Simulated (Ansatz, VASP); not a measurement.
# One calculation of HfO2, two programs

The input INCAR:

```
PREC     = Accurate       # precision mode
ENCUT    = 600            # plane-wave cutoff, eV
EDIFF    = 1E-6           # SCF threshold, eV
ISMEAR   = -1             # smearing method
SIGMA    = 0.05           # smearing width, eV
LREAL    = F              # projectors in reciprocal space
LASPH    = T              # aspherical terms in the spheres
NELM     = 100            # most SCF steps
ALGO     = Normal         # electronic algorithm
ISIF     = 3              # what is computed and relaxed
LWAVE    = F              # write WAVECAR
LCHARG   = F              # write CHGCAR
GGA      = B5             # functional
ALDAX    = 1.0          
AGGAX    = 1.0          
AGGAC    = 1.0          
ALDAC    = 0.0          
IBRION   = 2              # ionic algorithm
NSW      = 60             # ionic steps
EDIFFG   = -0.01          # ionic threshold
```

The input KPOINTS:

```
regular mesh
0
Gamma
  9 9 9
```

The input POSCAR:

```
HfO2
1.0
    0.0000000000      2.5575000000      2.5575000000
    2.5575000000      0.0000000000      2.5575000000
    2.5575000000      2.5575000000      0.0000000000
Hf O
1 2
Direct
    0.0000000000      0.0000000000      0.0000000000
    0.7500000000      0.7500000000      0.7500000000
    0.2500000000      0.2500000000      0.2500000000
```

The input input.yaml:

```yaml
crystal:
  lattice:
    - [0.0, 2.5575, 2.5575]
    - [2.5575, 0.0, 2.5575]
    - [2.5575, 2.5575, 0.0]
  atoms:
    - { symbol: Hf, position: [0.0, 0.0, 0.0] }
    - { symbol: O, position: [0.75, 0.75, 0.75] }
    - { symbol: O, position: [0.25, 0.25, 0.25] }
hamiltonian:
  xc: blyp
  pseudopotentials: { kind: paw }
kpoints:
  mp_grid: { grid: [9, 9, 9] }
scf:
  occupations: { method: fermi_dirac, width: 0.05 }
output:
  forces: true
  stress: true
relax:
  f_tol: 0.01
  max_steps: 40
  cell: { stress_tol: 0.05 }
```

Measurements of this composition are mostly on another form, of space group No. 14.

Alike in both runs: task relaxation of cell and atoms; functional BLYP; k mesh 9 × 9 × 9; occupations fermi-dirac, width 0.05 eV; no spin polarisation.

|  | VASP | Ansatz |
| --- | --- | --- |
| version | VASP 6.6.1 | Ansatz 0.2.0 |
| potentials or method | VASP PAW PBE potentials, release 64 (Hf_pv, O) | Ansatz PAW |
| plane-wave cutoff (eV) | 600 | 420 |
| valence electrons in the cell | 22 | 38 |

|  | VASP | Ansatz | Ansatz less VASP |
| --- | --- | --- | --- |
| relaxed volume (Å³/atom) | 11.20 | 11.34 | +0.141 |
| relaxed cell length with the largest relative difference (Å) | 3.622 | 3.637 | +0.0151 |
| energy change over the relaxation (meV/atom) | 0 | -2 | -2.2 |

The two sets of potentials don't hold the same shells in valence.

Caveats: the PAW data sets were made with another functional, which shifts forces and pressure a little (VASP); the plane-wave basis is chosen anew once the cell has moved, so the energies of steps on either side of that aren't comparable (Ansatz); the pressure holds a Pulay correction of +1.0 GPa for the finite cutoff (Ansatz); the PAW data sets come from PBE, with cores solved anew for the run's functional, which leaves a small shift of forces and pressure (Ansatz). Zero-point motion and thermal expansion aren't in these numbers. A k mesh can miss the band edges.
